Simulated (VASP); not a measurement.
# MgS (Niningerite) (Fm-3m) in VASP: settings compared

Aim: see how the results for MgS (Niningerite) move with the level of theory and the settings. Levels: PBE, PBE+D2, PBE+D3, PBE+D3(BJ). Tasks: relaxation of cell and atoms.

Everything below comes from runs of VASP 6.6.1. Logs are shortened: lines on timing, memory, paths and dates and some standing lists are left out, and cuts for length are marked.

**1. Starting point**

It takes space group Fm-3m (No. 225, cubic). The conventional cell has a = 5.203 Å, b = 5.203 Å, c = 5.203 Å, α = 90.00°, β = 90.00°, γ = 90.00°. S (site symmetry m-3m) has 6 Mg at 2.60 Å as nearest neighbours. Mg (site symmetry m-3m) is surrounded by 6 S at 2.60 Å.

**2. Relaxation of cell and atoms, PBE, target pressure 30 GPa, at which the enthalpy is minimised**

The input, INCAR:

```
SYSTEM = MgS
ALGO = Fast ; EDIFF = 1E-7
EDIFFG = -0.01 ; ENCUT = 600
GGA = PE ; IBRION = 2
ISIF = 3 ; ISMEAR = -1
LASPH = .True. ; LCHARG = .False.
LREAL = .False. ; LWAVE = .False.
NELM = 60 ; NSW = 40
PREC = Accurate ; PSTRESS = 300
SIGMA = 0.05
```

The input, KPOINTS:

```
k-points
0
Gamma
  9 9 9
  0 0 0
```

The input, POSCAR:

```
MgS
1.0
    0.0000000000      2.6016500000      2.6016500000
    2.6016500000      0.0000000000      2.6016500000
    2.6016500000      2.6016500000      0.0000000000
S Mg
1 1
Direct
    0.5000000000      0.5000000000      0.5000000000
    0.0000000000      0.0000000000      0.0000000000
```

Potentials or basis: VASP PAW PBE potentials, release 64 (S, Mg).

Started as:

```console
> cat potpaw_PBE.64/S/POTCAR potpaw_PBE.64/Mg/POTCAR > POTCAR
> mpirun -np 1 vasp_std > vasp.out
```

OUTCAR:

```text
SYSTEM = MgS
   EDIFF = 1E-7
   EDIFFG = -0.01
   ENCUT = 600
   GGA = PE
   IBRION = 2
   ISIF = 3
   ISMEAR = -1
   LASPH = .True.
   LREAL = .False.
   NELM = 60
   NSW = 40
   PREC = Accurate
   PSTRESS = 300

 ion  position               nearest neighbor table
   1  0.500  0.500  0.500-   2 2.60   2 2.60   2 2.60   2 2.60   2 2.60   2 2.60
   2  0.000  0.000  0.000-   1 2.60   1 2.60   1 2.60   1 2.60   1 2.60   1 2.60

  LATTYP: Found a face centered cubic cell.
 ALAT       =     5.2033000000

  Lattice vectors:

 A1 = (   0.0000000000,   2.6016500000,   2.6016500000)
 A2 = (   2.6016500000,   0.0000000000,   2.6016500000)
 A3 = (   2.6016500000,   2.6016500000,   0.0000000000)

Analysis of symmetry for initial positions (statically):
=====================================================================
 Subroutine PRICEL returns:
 Original cell was already a primitive cell.

 Routine SETGRP: Setting up the symmetry group for a
 face centered cubic supercell.

 Subroutine GETGRP returns: Found 48 space group operations
 (whereof 48 operations were pure point group operations)
 out of a pool of 48 trial point group operations.

The static configuration has the point symmetry O_h .

Analysis of symmetry for dynamics (positions and initial velocities):
=====================================================================
 Subroutine PRICEL returns:
 Original cell was already a primitive cell.

 Routine SETGRP: Setting up the symmetry group for a
 face centered cubic supercell.

 Subroutine GETGRP returns: Found 48 space group operations
 (whereof 48 operations were pure point group operations)
 out of a pool of 48 trial point group operations.

The dynamic configuration has the point symmetry O_h .

 Subroutine INISYM returns: Found 48 space group operations
 (whereof 48 operations are pure point group operations),
 and found     1 'primitive' translations

----------------------------------------------------------------------------------------

                                     Primitive cell

  volume of cell :      35.2190

  direct lattice vectors                    reciprocal lattice vectors
     0.000000000  2.601650000  2.601650000    -0.192185728  0.192185728  0.192185728
     2.601650000  0.000000000  2.601650000     0.192185728 -0.192185728  0.192185728
     2.601650000  2.601650000  0.000000000     0.192185728  0.192185728 -0.192185728

  length of vectors
     3.679288715  3.679288715  3.679288715     0.332875446  0.332875446  0.332875446

  position of ions in fractional coordinates (direct lattice)
     0.500000000  0.500000000  0.500000000
     0.000000000  0.000000000  0.000000000

  ion indices of the primitive-cell ions
   primitive index   ion index
                 1           1
                 2           2

----------------------------------------------------------------------------------------

 KPOINTS: k-points

Automatic generation of k-mesh.
 Grid dimensions read from file:
 generate k-points for:    9    9    9

 Generating k-lattice:

  Cartesian coordinates                     Fractional coordinates (reciprocal lattice)
    -0.021353970  0.021353970  0.021353970     0.111111111  0.000000000  0.000000000
     0.021353970 -0.021353970  0.021353970     0.000000000  0.111111111  0.000000000
     0.021353970  0.021353970 -0.021353970     0.000000000  0.000000000  0.111111111

  Length of vectors
     0.036986161  0.036986161  0.036986161

  Shift w.r.t. Gamma in fractional coordinates (k-lattice)
     0.000000000  0.000000000  0.000000000

 Subroutine IBZKPT returns following result:
 ===========================================

 Found     35 irreducible k-points:

 Following reciprocal coordinates:
            Coordinates               Weight
  0.000000  0.000000  0.000000      1.000000
  0.111111  0.000000  0.000000      8.000000
  0.222222  0.000000  0.000000      8.000000
  0.333333  0.000000  0.000000      8.000000
  0.444444  0.000000  0.000000      8.000000
  0.111111  0.111111  0.000000      6.000000
[... 16 lines left out ...]
 -0.333333  0.333333  0.000000     12.000000
  0.444444  0.444444  0.000000      6.000000
 [... further k-points ...]
   k-points           NKPTS =     35   k-points in BZ     NKDIM =     35   number of bands    NBANDS=      8
   number of dos      NEDOS =    301   number of ions     NIONS =      2
   total plane-waves  NPLWV =  27000
   dimension x,y,z NGX =    30 NGY =   30 NGZ =   30
   dimension x,y,z NGXF=    60 NGYF=   60 NGZF=   60
   ions per type =               1   1
   NGX,Y,Z   is equivalent  to a cutoff of  13.56, 13.56, 13.56 a.u.
   NGXF,Y,Z  is equivalent  to a cutoff of  27.11, 27.11, 27.11 a.u.
 SYSTEM =  MgS
   PREC   = accura    normal or accurate (medium, high low for compatibility)
   ISTART =      0    job   : 0-new  1-cont  2-samecut
   ICHARG =      2    charge: 1-file 2-atom 10-const
   ISPIN  =      1    spin polarized calculation?
   LNONCOLLINEAR =      F non collinear calculations
   LSORBIT =      F    spin-orbit coupling
   LASPH  =      T    aspherical Exc in radial PAW
   ENCUT  =  600.0 eV  44.10 Ry    6.64 a.u.   7.35  7.35  7.35*2*pi/ulx,y,z
   NELM   =     60;   NELMIN=  2; NELMDL= -5     # of ELM steps
   EDIFF  = 0.1E-06   stopping-criterion for ELM
   LREAL  =      F    real-space projection
   EDIFFG = -.1E-01   stopping-criterion for IOM
   NSW    =     40    number of steps for IOM
   IBRION =      2    ionic relax: 0-MD 1-quasi-New 2-CG
   NFREE  =      1    steps in history (QN), initial steepest desc. (CG)
   ISIF   =      3    stress and relaxation
   ISYM   =      2    0-nonsym 1-usesym 2-fastsym
   POTIM  = 0.5000    time-step for ionic-motion
   TEBEG  =    0.0;   TEEND  =   0.0 temperature during run
   PSTRESS=  300.0 pullay stress
   NELECT =       8.0000    total number of electrons
   NUPDOWN=      -1.0000    fix difference up-down
   EMIN   =  10.00;   EMAX   =-10.00  energy-range for DOS
   EFERMI =   0.00;   METHOD = LEGACY
   ISMEAR =    -1;   SIGMA  =   0.05  broadening in eV -4-tet -1-fermi 0-gaus
   EFERMI_NEDOS =   21; number of points for ismear=-14 and -15
   IALGO  =     68    algorithm
   IMIX   =      4    mixing-type and parameters
     AMIX     =   0.40;   BMIX     =  1.00
     AMIX_MAG =   1.60;   BMIX_MAG =  1.00
  volume/ion in A,a.u.               =      17.61       118.83
  Fermi-wavevector in a.u.,A,eV,Ry     =   0.998878  1.887606 13.575323  0.997758
  Thomas-Fermi vector in A             =   2.131131
   LORBIT       =      0    0 simple, 1 ext, 2 COOP (PROOUT), +10 PAW based schemes
   GGA     = PE    functional components
   LHFCALC =     F    Hartree Fock is set to
   AEXX    =    0.0000 exact exchange contribution
   IVDW    =     0    specifies the selected vdW correction
   LEPSILON=     F    determine dielectric tensor
   LRPA    =     F    only Hartree local field effects (RPA)
 conjugate gradient relaxation of ions
 non-spin polarized calculation
 RMM-DIIS sequential band-by-band and
  energy-cutoff  :      600.00
  volume of cell :       35.22
 maximum number of plane-waves:      1211
 NGX is ok and might be reduce to    30
   NGX = 15   NGY = 15   NGZ = 15

--------------------------------------- Ionic step        1  -------------------------------------------

 number of electron       7.9999999 magnetization

 Free energy of the ion-electron system (eV)
  ---------------------------------------------------
  ext. energy  EPLUGINS =         0.00000000
  ---------------------------------------------------
  free energy    TOTEN  =        -8.50238684 eV

  energy without entropy =       -8.50238684  energy(sigma->0) =       -8.50238684

 E-fermi :   4.7382     XC(G=0):  -9.6883

 val. band max:        3.7246277214   @ k =   0.0000   0.0000   0.0000
 cond. band min:       6.6302492980   @ k =   0.4444   0.4444   0.0000
 fundamental gap:      2.9056215766
 Fermi energy:         4.7382235994

 k-point     1 :       0.0000    0.0000    0.0000
  band No.  band energies     occupation
      1      -8.9419      2.00000
      2       3.7246      2.00000
      3       3.7246      2.00000
      4       3.7246      2.00000
      5       7.4351      0.00000
      6      11.6794      0.00000
      7      11.6794      0.00000
      8      11.6794      0.00000
[... 745 lines left out ...]
  FREE ENERGIE OF THE ION-ELECTRON SYSTEM (eV)
  ---------------------------------------------------
  free  energy   TOTEN  =        -7.9257188212 eV

  energy  without entropy=       -7.9257188212  energy(sigma->0) =       -7.92571882

  enthalpy is  TOTEN    =        -2.6889843775 eV   P V=        5.2367344438

--------------------------------------- Ionic step        7  -------------------------------------------

 number of electron       8.0000000 magnetization

 Free energy of the ion-electron system (eV)
  ---------------------------------------------------
  ext. energy  EPLUGINS =         0.00000000
  ---------------------------------------------------
  free energy    TOTEN  =        -7.91692952 eV

  energy without entropy =       -7.91692952  energy(sigma->0) =       -7.91692952

 E-fermi :   7.0548     XC(G=0): -10.6859

 val. band max:        6.0878518464   @ k =   0.0000   0.0000   0.0000
 cond. band min:       9.4702844660   @ k =   0.4444   0.4444   0.0000
 fundamental gap:      3.3824326196
 Fermi energy:         7.0547891521

 k-point     1 :       0.0000    0.0000    0.0000
  band No.  band energies     occupation
      1      -8.1360      2.00000
      2       6.0879      2.00000
      3       6.0879      2.00000
      4       6.0879      2.00000
      5      11.9269      0.00000
      6      13.7601      0.00000
      7      13.7601      0.00000
      8      13.7601      0.00000
[... 275 lines left out ...]
 POSITION                                       TOTAL-FORCE (eV/Angst)
 -----------------------------------------------------------------------------------
      2.40785      2.40785      2.40785         0.000000      0.000000      0.000000
      0.00000      0.00000      0.00000         0.000000      0.000000     -0.000000
 -----------------------------------------------------------------------------------
    total drift:                               -0.000000     -0.000000      0.000000

  FREE ENERGIE OF THE ION-ELECTRON SYSTEM (eV)
  ---------------------------------------------------
  free  energy   TOTEN  =        -7.9169295229 eV

  energy  without entropy=       -7.9169295229  energy(sigma->0) =       -7.91692952

  enthalpy is  TOTEN    =        -2.6890288469 eV   P V=        5.2279006760

 reached required accuracy - stopping structural energy minimisation
```

Run time: 45 s. Hardware: 1 thread of Intel Xeon 6975P-C (Granite Rapids), shared host; peak memory 0.18 GiB.

What came out:

```yaml
Free_energy: -7.9169 eV
Relaxed_volume: 13.96 Å³/atom
Relaxed_cell: a = 3.405 Å, b = 3.405 Å, c = 3.405 Å, α = 60.00°, β = 60.00°, γ = 60.00°
Space_group_after_relaxing_to_0.05_Å: Fm-3m (No. 225)
Energy_change_on_relaxing_the_enthalpy_is_what_falls: +292.7 meV/atom
Ionic_steps: 7
Pressure_after_relaxing: 30.0 GPa
Band_gap_on_the_k_mesh: 3.38 eV, indirect (least direct gap 5.61 eV)
```

Step by step:
```tsv
step	energy change (eV)	largest force (eV/Å)	pressure (GPa)	volume (Å³)
1	0.0000	0.0000	0.89	35.22
2	3.1671	0.0000	109.72	21.30
3	0.5141	0.0000	27.46	28.32
4	0.5693	0.0000	29.44	28.01
5	0.5941	0.0000	30.30	27.87
6	0.5767	0.0000	29.70	27.97
7	0.5855	0.0000	30.02	27.92
```

Final structure:
```
S Mg
1.0
     0.00000    2.40785    2.40785
     2.40785    0.00000    2.40785
     2.40785    2.40785    0.00000
S Mg
1 1
Direct
  0.50000 0.50000 0.50000
  0.00000 0.00000 0.00000
```

Levels at points of the mesh, in eV from the valence-band top:
| k point | band 1 | band 2 | band 3 | band 4 | band 5 | band 6 | band 7 | band 8 |
| --- | --- | --- | --- | --- | --- | --- | --- | --- |
| (0.00, 0.00, 0.00) | -14.22 | 0.00 | 0.00 | 0.00 | 5.84 | 7.67 | 7.67 | 7.67 |

Caveat: the cell is relaxed towards a set pressure, so the enthalpy falls and the energy may rise; the volume moved by over 15 % at a fixed basis, so the end points are rough; an odd mesh through Γ misses points on the zone boundary, where band edges often lie. As with any semilocal functional, this PBE gap is likely too small.

**3. Relaxation of cell and atoms, PBE**

The input, INCAR:

```
SYSTEM = MgS
  ALGO = Normal
  EDIFF = 1E-6
  EDIFFG = -0.01
  ENCUT = 600
  GGA = PE
  IBRION = 2
  ISIF = 3
  ISMEAR = -1
  LASPH = .True.
  LCHARG = .False.
  LREAL = .False.
  LWAVE = .False.
  NELM = 100
  NSW = 40
  PREC = Accurate
  SIGMA = 0.05
```

KPOINTS is that of step 2.

POSCAR is that of step 2.

Potentials or basis: VASP PAW PBE potentials, release 64 (S, Mg).

Started as:

```console
> cat potpaw_PBE.64/S/POTCAR potpaw_PBE.64/Mg/POTCAR > POTCAR
> mpirun -np 1 vasp_std > vasp.out
```

OUTCAR:

```text
SYSTEM = MgS
   EDIFF = 1E-6
   EDIFFG = -0.01
   ENCUT = 600
   GGA = PE
   IBRION = 2
   ISIF = 3
   ISMEAR = -1
   LASPH = .True.
   LREAL = .False.
   NELM = 100
   NSW = 40
   PREC = Accurate

 ion  position               nearest neighbor table
   1  0.500  0.500  0.500-   2 2.60   2 2.60   2 2.60   2 2.60   2 2.60   2 2.60
   2  0.000  0.000  0.000-   1 2.60   1 2.60   1 2.60   1 2.60   1 2.60   1 2.60

  LATTYP: Found a face centered cubic cell.
 ALAT       =     5.2033000000

  Lattice vectors:

 A1 = (   0.0000000000,   2.6016500000,   2.6016500000)
 A2 = (   2.6016500000,   0.0000000000,   2.6016500000)
 A3 = (   2.6016500000,   2.6016500000,   0.0000000000)

Analysis of symmetry for initial positions (statically):
=====================================================================
[... 261 lines left out ...]
 fundamental gap:      2.8800852734
 Fermi energy:         4.6765994531

 k-point     1 :       0.0000    0.0000    0.0000
  band No.  band energies     occupation
      1      -8.9789      2.00000
      2       3.6225      2.00000
      3       3.6225      2.00000
      4       3.6225      2.00000
      5       7.2430      0.00000
      6      11.5841      0.00000
      7      11.5841      0.00000
      8      11.5841      0.00000
[... 243 lines left out ...]
 k-point    24 :       0.4444    0.4444    0.0000
  band No.  band energies     occupation
      1      -7.4046      2.00000
      2      -0.4173      2.00000
      3       2.0041      2.00000
      4       2.0041      2.00000
      5       6.5025      0.00000
      6       8.1149      0.00000
      7      15.1586      0.00000
      8      16.2934      0.00000

 [... further k-points ...]

------------------------ aborting loop because EDIFF is reached ----------------------------------------

  FORCE on cell =-STRESS in cart. coord.  units (eV):
  Direction    XX          YY          ZZ          XY          YZ          ZX
  --------------------------------------------------------------------------------------
  -------------------------------------------------------------------------------------
  Total        0.0004008      0.0004008      0.0004008      0.0000000     -0.0000000      0.0000000
  in kB        0.0180222      0.0180222      0.0180222      0.0000000     -0.0000000      0.0000000
  external PRESSURE =       0.0180222 kB  Pullay stress =       0.0000000 kB
[... 17 lines left out ...]
  FREE ENERGIE OF THE ION-ELECTRON SYSTEM (eV)
  ---------------------------------------------------
  free  energy   TOTEN  =        -8.5035011037 eV

  energy  without entropy=       -8.5035011037  energy(sigma->0) =       -8.50350110

 reached required accuracy - stopping structural energy minimisation
```

OSZICAR:

```text
N       E                     dE             d eps       ncg     rms          rms(c)
DAV:   1     0.257674971854E+02    0.25767E+02   -0.40956E+03   592   0.925E+02
DAV:   2    -0.765155602360E+01   -0.33419E+02   -0.31661E+02   768   0.111E+02
DAV:   3    -0.890275775409E+01   -0.12512E+01   -0.12512E+01   672   0.287E+01
DAV:   4    -0.890798408805E+01   -0.52263E-02   -0.52263E-02   920   0.208E+00
[... 17 lines left out ...]
       N       E                     dE             d eps       ncg     rms          rms(c)
DAV:   1    -0.850368692508E+01   -0.23916E-03   -0.38632E-03   616   0.406E-01    0.107E-01
DAV:   2    -0.850351825425E+01    0.16867E-03   -0.48671E-04   600   0.118E-01    0.344E-02
DAV:   3    -0.850350090107E+01    0.17353E-04   -0.10197E-04   672   0.561E-02    0.244E-02
DAV:   4    -0.850350110374E+01   -0.20267E-06   -0.67307E-07   424   0.757E-03
   3 F= -.85035011E+01 E0= -.85035011E+01  d E =-.111420E-02
```

Wall time 18 s (1 thread of Intel Xeon 6975P-C (Granite Rapids), shared host); peak memory 0.16 GiB.

Results:

- Free energy: -8.5035 eV
- Relaxed volume: 17.81 Å³/atom
- Relaxed cell: a = 3.693 Å, b = 3.693 Å, c = 3.693 Å, α = 60.00°, β = 60.00°, γ = 60.00°
- Space group after relaxing (to 0.05 Å): Fm-3m (No. 225)
- Energy gained by relaxing: 0.6 meV/atom
- Ionic steps: 3
- Pressure after relaxing: 0.0 GPa
- Band gap on the k mesh: 2.88 eV, indirect (least direct gap 3.62 eV)

The path:
| step | energy change (eV) | largest force (eV/Å) | pressure (GPa) | volume (Å³) |
| --- | --- | --- | --- | --- |
| 1 | 0.0000 | 0.0000 | 0.89 | 35.22 |
| 2 | -0.0011 | 0.0000 | -0.19 | 35.72 |
| 3 | -0.0011 | 0.0000 | 0.00 | 35.63 |

Final structure:
```
S Mg
1.0
     0.00000    2.61166    2.61166
     2.61166    0.00000    2.61166
     2.61166    2.61166    0.00000
S Mg
1 1
Direct
  0.50000 0.50000 0.50000
  0.00000 0.00000 0.00000
```

Levels at points of the mesh, in eV from the valence-band top:
| k point | band 1 | band 2 | band 3 | band 4 | band 5 | band 6 | band 7 | band 8 |
| --- | --- | --- | --- | --- | --- | --- | --- | --- |
| (0.00, 0.00, 0.00) | -12.60 | 0.00 | 0.00 | 0.00 | 3.62 | 7.96 | 7.96 | 7.96 |

Caveat: an odd mesh through Γ misses points on the zone boundary, where band edges often lie.

**4. Relaxation of cell and atoms, PBE+D2**

INCAR, as its differences from that of step 3:

```diff
@@ -9,2 +9,3 @@
   ISMEAR = -1
+  IVDW = 1
   LASPH = .True.
```

KPOINTS is that of step 3.

POSCAR is that of step 3.

Started as:

```console
> cat potpaw_PBE.64/S/POTCAR potpaw_PBE.64/Mg/POTCAR > POTCAR
> mpirun -np 1 vasp_std > vasp.out
```

Wall time 16 s (1 thread of Intel Xeon 6975P-C (Granite Rapids), shared host); peak memory 0.17 GiB.

It converged, with:

* Free energy: -8.8725 eV
* Relaxed volume: 17.37 Å³/atom
* Relaxed cell: a = 3.663 Å, b = 3.663 Å, c = 3.663 Å, α = 60.00°, β = 60.00°, γ = 60.00°
* Space group after relaxing (to 0.05 Å): Fm-3m (No. 225)
* Energy gained by relaxing: 0.7 meV/atom
* Ionic steps: 3
* Pressure after relaxing: 0.0 GPa
* Band gap on the k mesh: 2.94 eV, indirect (least direct gap 3.82 eV)
* Dispersion energy per atom: -0.187 eV

Step by step:
```csv
step,energy change (eV),largest force (eV/Å),pressure (GPa),volume (Å³)
1,0.0000,0.0000,-0.99,35.22
2,-0.0014,0.0000,0.19,34.66
3,-0.0015,0.0000,0.00,34.75
```

Final structure:
```
CELL_PARAMETERS angstrom
0.00000 2.59001 2.59001
2.59001 0.00000 2.59001
2.59001 2.59001 0.00000
ATOMIC_POSITIONS crystal
S 0.50000 0.50000 0.50000
Mg 0.00000 0.00000 0.00000
```

Levels at points of the mesh, in eV from the valence-band top:
| k point | band 1 | band 2 | band 3 | band 4 | band 5 | band 6 | band 7 | band 8 |
| --- | --- | --- | --- | --- | --- | --- | --- | --- |
| (0.00, 0.00, 0.00) | -12.74 | 0.00 | 0.00 | 0.00 | 3.82 | 7.95 | 7.95 | 7.95 |

Caveat: an odd mesh through Γ misses points on the zone boundary, where band edges often lie.

(Part 1 of 2 ends here.)
